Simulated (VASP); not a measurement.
# KI (Fm-3m) in VASP: further runs

The runs below take KI through single point, with PBE.

All numbers are computed with VASP 6.6.1; they aren't measurements. Logs are shortened: lines on timing, memory, paths and dates and some standing lists are left out, and cuts for length are marked.

**Measured values to compare with.**

From a printed reference work, monograph, for a bulk crystal of KI: band gap 6.32 eV.

The results are compared with them further down.

## (1) The cell of the first run

Symmetry: Fm-3m, No. 225, cubic system. The conventional cell has a = 7.049 Å, b = 7.049 Å, c = 7.049 Å, α = 90.00°, β = 90.00°, γ = 90.00°. K (site symmetry m-3m) has 6 I at 3.52 Å within 4.6 Å. I (site symmetry m-3m) has 6 K at 3.52 Å within 4.6 Å.

## (2) Single point, PBE

The input, INCAR:

```
PREC = Accurate ; ENCUT = 520
EDIFF = 1E-7 ; ISMEAR = 0
SIGMA = 0.05 ; LREAL = F
LASPH = T ; NELM = 100
ALGO = Normal ; ISIF = 2
LWAVE = F ; LCHARG = F
GGA = PE ; NBANDS = 15
```

The input, KPOINTS:

```
Automatic mesh
0
Gamma
  8 8 8
```

The input, POSCAR:

```
KI
1.0
    0.0000000000      3.5245498478      3.5245498478
    3.5245498478      0.0000000000      3.5245498478
    3.5245498478      3.5245498478      0.0000000000
K I
1 1
Direct
    0.0000000000      0.0000000000      0.0000000000
    0.5000000000      0.5000000000      0.5000000000
```

Potentials or basis: VASP PAW PBE potentials, release 64 (K_sv, I).

The run is started by

```sh
> cat potpaw_PBE.64/K_sv/POTCAR potpaw_PBE.64/I/POTCAR > POTCAR
> mpirun -np 1 vasp_std > vasp.out
```

OUTCAR:

```text
PREC = Accurate
   ENCUT = 520
   EDIFF = 1E-7
   ISMEAR = 0
   LREAL = F
   LASPH = T
   NELM = 100
   ISIF = 2
   GGA = PE

 ion  position               nearest neighbor table
   1  0.000  0.000  0.000-   2 3.52   2 3.52   2 3.52   2 3.52   2 3.52   2 3.52
   2  0.500  0.500  0.500-   1 3.52   1 3.52   1 3.52   1 3.52   1 3.52   1 3.52

  LATTYP: Found a face centered cubic cell.
 ALAT       =     7.0490996956

  Lattice vectors:

 A1 = (   0.0000000000,   3.5245498478,   3.5245498478)
 A2 = (   3.5245498478,   0.0000000000,   3.5245498478)
 A3 = (   3.5245498478,   3.5245498478,   0.0000000000)

Analysis of symmetry for initial positions (statically):
=====================================================================
 Subroutine PRICEL returns:
 Original cell was already a primitive cell.

 Routine SETGRP: Setting up the symmetry group for a
 face centered cubic supercell.

 Subroutine GETGRP returns: Found 48 space group operations
 (whereof 48 operations were pure point group operations)
 out of a pool of 48 trial point group operations.

The static configuration has the point symmetry O_h .

Analysis of symmetry for dynamics (positions and initial velocities):
=====================================================================
 Subroutine PRICEL returns:
 Original cell was already a primitive cell.

 Routine SETGRP: Setting up the symmetry group for a
 face centered cubic supercell.

 Subroutine GETGRP returns: Found 48 space group operations
 (whereof 48 operations were pure point group operations)
 out of a pool of 48 trial point group operations.

The dynamic configuration has the point symmetry O_h .

 Subroutine INISYM returns: Found 48 space group operations
 (whereof 48 operations are pure point group operations),
 and found     1 'primitive' translations

----------------------------------------------------------------------------------------

                                     Primitive cell

  volume of cell :      87.5671

  direct lattice vectors                    reciprocal lattice vectors
     0.000000000  3.524549848  3.524549848    -0.141862088  0.141862088  0.141862088
     3.524549848  0.000000000  3.524549848     0.141862088 -0.141862088  0.141862088
     3.524549848  3.524549848  0.000000000     0.141862088  0.141862088 -0.141862088

  length of vectors
     4.984466196  4.984466196  4.984466196     0.245712344  0.245712344  0.245712344

  position of ions in fractional coordinates (direct lattice)
     0.000000000  0.000000000  0.000000000
     0.500000000  0.500000000  0.500000000

[... 82 lines left out ...]
   ISIF   =      2    stress and relaxation
   ISYM   =      2    0-nonsym 1-usesym 2-fastsym
   POTIM  = 0.5000    time-step for ionic-motion
   TEBEG  =    0.0;   TEEND  =   0.0 temperature during run
   PSTRESS=    0.0 pullay stress
   NELECT =      16.0000    total number of electrons
   NUPDOWN=      -1.0000    fix difference up-down
   EMIN   =  10.00;   EMAX   =-10.00  energy-range for DOS
   EFERMI =   0.00;   METHOD = LEGACY
   ISMEAR =     0;   SIGMA  =   0.05  broadening in eV -4-tet -1-fermi 0-gaus
   EFERMI_NEDOS =   21; number of points for ismear=-14 and -15
   IALGO  =     38    algorithm
   IMIX   =      4    mixing-type and parameters
     AMIX     =   0.40;   BMIX     =  1.00
     AMIX_MAG =   1.60;   BMIX_MAG =  1.00
  volume/ion in A,a.u.               =      43.78       295.47
  Fermi-wavevector in a.u.,A,eV,Ry     =   0.928969  1.755497 11.741599  0.862983
  Thomas-Fermi vector in A             =   2.055202
   LORBIT       =      0    0 simple, 1 ext, 2 COOP (PROOUT), +10 PAW based schemes
   GGA     = PE    functional components
   LHFCALC =     F    Hartree Fock is set to
   AEXX    =    0.0000 exact exchange contribution
   IVDW    =     0    specifies the selected vdW correction
   LEPSILON=     F    determine dielectric tensor
   LRPA    =     F    only Hartree local field effects (RPA)
 non-spin polarized calculation
 Gauss-broadening in eV      SIGMA  =   0.05
  energy-cutoff  :      520.00
  volume of cell :       87.57
 maximum number of plane-waves:      2397
 NGX is ok and might be reduce to    40
   NGX = 19   NGY = 19   NGZ = 19

 number of electron      15.9999999 magnetization

 Free energy of the ion-electron system (eV)
  ---------------------------------------------------
  ext. energy  EPLUGINS =         0.00000000
  ---------------------------------------------------
  free energy    TOTEN  =        -5.55381190 eV

  energy without entropy =       -5.55381190  energy(sigma->0) =       -5.55381190

 E-fermi :  -0.0744     XC(G=0):  -7.2049

 val. band max:       -0.3790456198   @ k =   0.0000   0.0000   0.0000
 cond. band min:       3.6002110810   @ k =   0.0000   0.0000   0.0000
 fundamental gap:      3.9792567008
 Fermi energy:        -0.0743680268

 k-point     1 :       0.0000    0.0000    0.0000
  band No.  band energies     occupation
      1     -28.8687      2.00000
      2     -12.3573      2.00000
      3     -12.3573      2.00000
      4     -12.3573      2.00000
      5     -10.8916      2.00000
      6      -0.3790      2.00000
      7      -0.3790      2.00000
      8      -0.3790      2.00000
      9       3.6002      0.00000
     10       6.1147      0.00000
     11       6.1147      0.00000
     12       6.1147      0.00000
     13       6.8366      0.00000
     14       6.8366      0.00000
[... 401 lines left out ...]
      2     -12.4691      2.00000
      3     -12.3749      2.00000
      4     -12.3661      2.00000
      5     -10.6438      2.00000
      6      -1.4982      2.00000
      7      -0.9302      2.00000
      8      -0.7720      2.00000
      9       5.6674      0.00000
     10       6.4720      0.00000
     11       7.0311      0.00000
     12       7.9049      0.00000
     13       8.3399      0.00000
     14       8.5871      0.00000
     15       9.4398      0.00000

 [... further k-points ...]
[... 5 lines left out ...]
  --------------------------------------------------------------------------------------
  -------------------------------------------------------------------------------------
  Total        0.3864390      0.3864390      0.3864390     -0.0000000      0.0000000      0.0000000
  in kB        7.0705077      7.0705077      7.0705077     -0.0000000      0.0000000      0.0000000
  external PRESSURE =       7.0705077 kB  Pullay stress =       0.0000000 kB

 VOLUME and BASIS-vectors are now :
 -----------------------------------------------------------------------------
  energy-cutoff  :      520.00
  volume of cell :       87.57
      direct lattice vectors                 reciprocal lattice vectors
     0.000000000  3.524549848  3.524549848    -0.141862088  0.141862088  0.141862088
     3.524549848  0.000000000  3.524549848     0.141862088 -0.141862088  0.141862088
     3.524549848  3.524549848  0.000000000     0.141862088  0.141862088 -0.141862088

 POSITION                                       TOTAL-FORCE (eV/Angst)
 -----------------------------------------------------------------------------------
      0.00000      0.00000      0.00000         0.000000      0.000000      0.000000
      3.52455      3.52455      3.52455        -0.000000     -0.000000     -0.000000
 -----------------------------------------------------------------------------------
    total drift:                                0.000000     -0.000000     -0.000000

  FREE ENERGIE OF THE ION-ELECTRON SYSTEM (eV)
  ---------------------------------------------------
  free  energy   TOTEN  =        -5.5538118988 eV

  energy  without entropy=       -5.5538118988  energy(sigma->0) =       -5.55381190
```

OSZICAR:

```text
N       E                     dE             d eps       ncg     rms          rms(c)
DAV:   1     0.863682703617E+02    0.86368E+02   -0.63992E+03   870   0.905E+02
DAV:   2    -0.278917308211E+00   -0.86647E+02   -0.81478E+02  1115   0.211E+02
DAV:   3    -0.537605270045E+01   -0.50971E+01   -0.50763E+01  1232   0.443E+01
DAV:   4    -0.563157383221E+01   -0.25552E+00   -0.25545E+00  1419   0.879E+00
DAV:   5    -0.563339624815E+01   -0.18224E-02   -0.18224E-02  1210   0.764E-01    0.309E+00
DAV:   6    -0.555179637393E+01    0.81600E-01   -0.92894E-02  1115   0.178E+00    0.221E+00
DAV:   7    -0.554817404996E+01    0.36223E-02   -0.11250E-01  1178   0.170E+00    0.785E-01
DAV:   8    -0.555319651988E+01   -0.50225E-02   -0.12048E-02   968   0.718E-01    0.132E-01
DAV:   9    -0.555365657711E+01   -0.46006E-03   -0.90111E-04  1227   0.177E-01    0.744E-02
DAV:  10    -0.555376822051E+01   -0.11164E-03   -0.11392E-04  1094   0.584E-02    0.204E-02
DAV:  11    -0.555381198219E+01   -0.43762E-04   -0.59355E-05  1038   0.450E-02    0.198E-02
DAV:  12    -0.555381164068E+01    0.34152E-06   -0.27721E-06  1206   0.130E-02    0.980E-03
DAV:  13    -0.555381176752E+01   -0.12685E-06   -0.54557E-07  1045   0.383E-03    0.313E-03
DAV:  14    -0.555381199190E+01   -0.22437E-06   -0.21633E-07  1164   0.231E-03    0.983E-04
DAV:  15    -0.555381189883E+01    0.93074E-07   -0.15026E-08   799   0.925E-04
   1 F= -.55538119E+01 E0= -.55538119E+01  d E =-.123677E-19
```

stdout:

```text
POSCAR found type information on POSCAR K I
 POSCAR found :  2 types and       2 ions
 scaLAPACK will be used
 LDA part: xc-table for (Slater+PW92), standard interpolation
 POSCAR, INCAR and KPOINTS ok, starting setup
 FFT: planning ... GRIDC
 FFT: planning ... GRID_SOFT
 FFT: planning ... GRID
 WAVECAR not read
 entering main loop
```

Wall time 72 s (1 thread of Oxide Virtual Turin-like, shared host); peak memory 0.22 GiB.

What came out:

```
Free energy            : -5.5538 eV
Pressure               : 0.7 GPa
Band gap on the k mesh : 3.98 eV
```

Levels at points of the mesh, in eV from the valence-band top:
| k point | band 6 | band 7 | band 8 | band 9 | band 10 | band 11 |
| --- | --- | --- | --- | --- | --- | --- |
| (0.00, 0.00, 0.00) | 0.00 | 0.00 | 0.00 | 3.98 | 6.49 | 6.49 |
| (0.50, 0.00, 0.00) | -1.34 | -0.34 | -0.34 | 5.53 | 7.73 | 8.16 |
| (0.50, 0.50, 0.00) | -1.01 | -0.37 | -0.37 | 4.92 | 5.78 | 8.10 |

Caveat: spin-orbit coupling is left out, which moves the levels of the heavy elements.

## (3) Single point, PBE, non-collinear spin, zero start, spin-orbit coupling (42.03 Å³/atom)

This run uses another cell than the first one, of 42.03 Å³/atom.

The input, INCAR:

```
PREC = Accurate
ENCUT = 520
EDIFF = 1E-6
ISMEAR = 0
SIGMA = 0.05
LREAL = False
LASPH = True
NELM = 150
ALGO = Normal
ISIF = 2
LWAVE = False
LCHARG = True
MAGMOM = 0 0 0 0 0 0
LORBIT = 11
LSORBIT = True
GGA_COMPAT = False
LORBMOM = True
GGA = PE
LVHAR = True
NBANDS = 28
```

The input, KPOINTS:

```
Automatic mesh
0
Gamma
  6 6 6
```

The input, POSCAR:

```
KI
1.0
    0.0000000000      3.4769149565      3.4769149565
    3.4769149565      0.0000000000      3.4769149565
    3.4769149565      3.4769149565      0.0000000000
K I
1 1
Direct
    0.0000000000      0.0000000000      0.0000000000
    0.5000000000      0.5000000000      0.5000000000
```

Potentials or basis: VASP PAW PBE potentials, release 64 (K_sv, I).

The run is started by

```sh
> cat potpaw_PBE.64/K_sv/POTCAR potpaw_PBE.64/I/POTCAR > POTCAR
> mpirun -np 1 vasp_ncl > vasp.out
```

OUTCAR:

```text
PREC = Accurate
   ENCUT = 520
   EDIFF = 1E-6
   ISMEAR = 0
   LREAL = False
   LASPH = True
   NELM = 150
   ISIF = 2
   LORBIT = 11
   LSORBIT = True
   GGA = PE

 ion  position               nearest neighbor table
   1  0.000  0.000  0.000-   2 3.48   2 3.48   2 3.48   2 3.48   2 3.48   2 3.48
   2  0.500  0.500  0.500-   1 3.48   1 3.48   1 3.48   1 3.48   1 3.48   1 3.48

  LATTYP: Found a face centered cubic cell.
 ALAT       =     6.9538299130

  Lattice vectors:

 A1 = (   0.0000000000,   3.4769149565,   3.4769149565)
 A2 = (   3.4769149565,   0.0000000000,   3.4769149565)
 A3 = (   3.4769149565,   3.4769149565,   0.0000000000)

[... 778 lines left out ...]
 l=   3
     0.0000000     0.0000000     0.0000000     0.0000000     0.0000000     0.0000000     0.0000000
     0.0000000     0.0000000     0.0000000     0.0000000     0.0000000     0.0000000     0.0000000
     0.0000000     0.0000000     0.0000000     0.0000000     0.0000000     0.0000000     0.0000000
     0.0000000     0.0000000     0.0000000     0.0000000     0.0000000     0.0000000     0.0000000
     0.0000000     0.0000000     0.0000000     0.0000000     0.0000000     0.0000000     0.0000000
     0.0000000     0.0000000     0.0000000     0.0000000     0.0000000     0.0000000     0.0000000
     0.0000000     0.0000000     0.0000000     0.0000000     0.0000000     0.0000000     0.0000000

 total charge

# of ion       s       p       d       tot
------------------------------------------
    1        1.959   5.580   0.026   7.565
    2        1.492   2.864   0.001   4.357
--------------------------------------------------
tot          3.451   8.444   0.028  11.923

 magnetization (x)

# of ion       s       p       d       tot
------------------------------------------
    1        0.000  -0.000   0.000   0.000
    2       -0.000   0.000   0.000   0.000
--------------------------------------------------
tot          0.000  -0.000   0.000   0.000

 magnetization (y)

# of ion       s       p       d       tot
------------------------------------------
    1        0.000  -0.000   0.000   0.000
    2        0.000  -0.000   0.000  -0.000
--------------------------------------------------
tot          0.000  -0.000   0.000   0.000

 magnetization (z)

# of ion       s       p       d       tot
------------------------------------------
    1        0.000   0.000   0.000   0.000
    2        0.000   0.000   0.000   0.000
--------------------------------------------------
tot          0.000   0.000   0.000   0.000
```

OSZICAR:

```text
N       E                     dE             d eps       ncg     rms          rms(c)
DAV:   1     0.104605116831E+03    0.10461E+03   -0.64598E+03   896   0.969E+02
DAV:   2     0.278821212433E+01   -0.10182E+03   -0.95995E+02  1060   0.247E+02
DAV:   3    -0.548801373350E+01   -0.82762E+01   -0.82412E+01  1472   0.591E+01
DAV:   4    -0.572490368498E+01   -0.23689E+00   -0.23632E+00  1300   0.966E+00
DAV:   5    -0.573334457885E+01   -0.84409E-02   -0.84402E-02  1268   0.127E+00    0.469E+00
DAV:   6    -0.565487510734E+01    0.78469E-01   -0.95741E-02  1132   0.202E+00    0.312E+00
DAV:   7    -0.564768862951E+01    0.71865E-02   -0.71734E-02  1140   0.141E+00    0.207E+00
DAV:   8    -0.565550833496E+01   -0.78197E-02   -0.22884E-02  1244   0.795E-01    0.522E-01
DAV:   9    -0.565683309191E+01   -0.13248E-02   -0.53472E-03   956   0.441E-01    0.106E-01
DAV:  10    -0.565699237491E+01   -0.15928E-03   -0.29231E-04  1192   0.113E-01    0.605E-02
DAV:  11    -0.565714166268E+01   -0.14929E-03   -0.83250E-05   980   0.505E-02    0.355E-02
DAV:  12    -0.565722446594E+01   -0.82803E-04   -0.80348E-05   964   0.539E-02    0.127E-02
DAV:  13    -0.565722695502E+01   -0.24891E-05   -0.35701E-06  1104   0.113E-02    0.797E-03
DAV:  14    -0.565722695490E+01    0.11914E-09   -0.16233E-06   828   0.732E-03
   1 F= -.56572270E+01 E0= -.56572270E+01  d E =-.131889E-18  mag=    -0.0000    -0.0000     0.0000
```

Wall time 2.5 min (1 thread of Oxide Virtual Turin-like, shared host); peak memory 0.45 GiB.

Results:

| Property | Result |
| --- | --- |
| Free energy | -5.6572 eV |
| Pressure | 1.3 GPa |
| Net moment | 0.00 μB per cell |
| Valence electrons inside the program's atomic spheres | K 7.57; I 4.36 |

Moments on the atoms (μB; x, y, z):
```
K   0.00 0.00 0.00
I   0.00 0.00 0.00
```

## (4) Single point, PBE, non-collinear spin, zero start, spin-orbit coupling

The input, INCAR:

```
  ALGO = Normal
  EDIFF = 1E-7
  ENCUT = 520
  GGA = PE
  GGA_COMPAT = F
  ISIF = 2
  ISMEAR = 0
  LASPH = T
  LCHARG = F
  LORBIT = 11
  LORBMOM = T
  LREAL = F
  LSORBIT = T
  LWAVE = F
  MAGMOM = 0 0 0 0 0 0
  NBANDS = 28
  NELM = 150
  PREC = Accurate
  SIGMA = 0.05
```

The input, KPOINTS:

```
k-points
0
Gamma
  6 6 6
```

The input, POSCAR:

```
KI
1.0
    0.0000000000      3.5245498478      3.5245498478
    3.5245498478      0.0000000000      3.5245498478
    3.5245498478      3.5245498478      0.0000000000
K I
1 1
Direct
    0.0000000000      0.0000000000      0.0000000000
    0.5000000000      0.5000000000      0.5000000000
```

The run is started by

```sh
> cat potpaw_PBE.64/K_sv/POTCAR potpaw_PBE.64/I/POTCAR > POTCAR
> mpirun -np 1 vasp_ncl > vasp.out
```

Wall time 2.9 min (1 thread of Oxide Virtual Turin-like, shared host); peak memory 0.45 GiB.

The run converged. Its results:

- Free energy: -5.6799 eV
- Pressure: 0.7 GPa
- Net moment: 0.00 μB per cell
- Valence electrons inside the program's atomic spheres: K 7.56; I 4.35

Moments on the atoms (μB; x, y, z):
```
K   0.00 0.00 0.00
I   0.00 0.00 0.00
```

## (5) Overview

| spin | cell | k mesh | pressure (GPa) | moment (μB) |
| --- | --- | --- | --- | --- |
| off | a = 4.984 Å, angles 60.0°, 2 atoms | 8 × 8 × 8 | 0.7 | - |
| non-collinear, zero start, SOC | a = 4.917 Å, angles 60.0°, 2 atoms | 6 × 6 × 6 | 1.3 | 0.00 |
| non-collinear, zero start, SOC | a = 4.984 Å, angles 60.0°, 2 atoms | 6 × 6 × 6 | 0.7 | 0.00 |

Alike in all rows: task single point; level PBE; potentials or basis VASP PAW PBE potentials, release 64 (K_sv, I); cutoff (eV) 520; smearing gaussian 0.05 eV.

Caveats: spin-orbit coupling is left out, which moves the levels of the heavy elements (at least some runs).

Absolute energies hang on the potentials; compare differences alone.

## (6) Against experiment

Step 2. Against the measured gap of KI, 6.32 eV (a printed reference work, monograph), the calculated 3.98 eV is off by -2.34 eV. Spin-orbit coupling on I is left out. The value is that of PBE on a finite k mesh, which can miss the band edges, without temperature or zero-point motion. Semilocal functionals fall short of measured gaps as a rule.
